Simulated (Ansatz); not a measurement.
## A series in volume per atom on Gd

Results calculated with Ansatz 0.2.0, not measured. Periodic Kohn-Sham DFT of a crystal at fixed atoms; pressure and stress are positive in compression; the energy is the free energy less that of spherical unpolarised free atoms; site moments are those in the method's own spheres, positive along +z.

Cell of the first row (space group Im-3m, No. 229):
```
CELL_PARAMETERS angstrom
-1.98200 1.98200 1.98200
1.98200 -1.98200 1.98200
1.98200 1.98200 -1.98200
ATOMIC_POSITIONS crystal
Gd 0.00000 0.00000 0.00000
```

Settings of every row: method frozen-core PAW; functional PBE; relativity scalar; k mesh 13x13x13; filling fermi-dirac; smearing width 0.05 eV; wave cutoff 420 eV; paw set soft_2.

Atom:
```csv
element,start moment (bohr magneton)
Gd,7
```

Limits: no spin-orbit coupling on heavy atoms; open f shell, the state may not be the lowest; the cell comes from a prototype or a list of computed structures and needn't be the stable phase; with one magnetic atom in the cell only parallel moments are possible.

```csv
row,volume per atom (Å³),pressure (GPa),cell moment (bohr magneton)
1,31.145,2.254,7.636
2,32.453,0.695,7.641
3,33.115,0.012,7.644
4,33.778,?,?
5,35.102,-1.668,7.653
```

Question: what pressure should row 4 give?

Worked fit of pressure. Take u = (V_r/V)^(2/3) − 1 with V_r = 32.784 Å³ an atom, which is twice the finite (Eulerian) strain; such expansions in the strain, on which the Birch-Murnaghan equation of state is built, carry the rest volume and the bulk modulus. The shown rows have u = 0.03478, 0.00679, -0.00667, -0.04452. Least squares give pressure = 0.3449 + 50.649 × u + 122.05 × u² GPa; a straight line predicts inner rows, each left out in turn, worse (root mean square 0.12 against 0.0011 GPa). The rows lie off it by 0.000, 0.001, -0.001, 0.000. The withheld row has u = -0.01972, so the fit gives 0.3449 + 50.649 × (-0.01972) + 122.05 × (-0.01972)² = -0.606 GPa.

The calculation gave -0.604 GPa. The fit lies 0.002 GPa (0.051 % of the column's range) below it; its largest miss of a shown row is 0.001 GPa.

The other values of row 4: cell moment 7.646 bohr magneton.
